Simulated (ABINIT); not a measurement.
Crystal: SnO.

```
Sn O
1.0
     3.81370    0.00000    0.00000
     0.00000    3.81370    0.00000
     0.00000    0.00000    4.88691
Sn O
2 2
Direct
  0.50000 0.00000 0.76463
  0.00000 0.50000 0.23537
  0.00000 0.00000 0.00000
  0.50000 0.50000 0.00000
```

The cell is a database's computed one.

Base run:

* Program: ABINIT 10.8.3 (patched build)
* Functional: BLYP
* Potentials or basis: JTH PAW PBE v2.0
* Cutoff: 762 eV
* k mesh: 7 × 7 × 6
* Occupations: fermi-dirac, width 0.05 eV
* Spin: no spin polarisation

Its results: band gap on the k mesh 0.60 eV, indirect (least direct gap 2.20 eV); pressure 7.2 GPa; largest force 0.526 eV/Å.

After a change of settings the same cell gave: band gap on the k mesh 0.47 eV, indirect (least direct gap 1.98 eV); pressure -4.1 GPa; largest force 0.245 eV/Å. Which change was it?
A. functional from BLYP to AM05
B. functional from BLYP to RPBE
C. functional from BLYP to PBE
D. functional from BLYP to LDA

D.

LDA binds more tightly than BLYP, so the same cell stands under less pressure.

Caveats: the PAW data sets were made with another functional, which shifts forces and pressure a little; spin-orbit coupling is left out, which moves the levels of the heavy elements; the mesh misses the band edges, which the band path finds closer together.
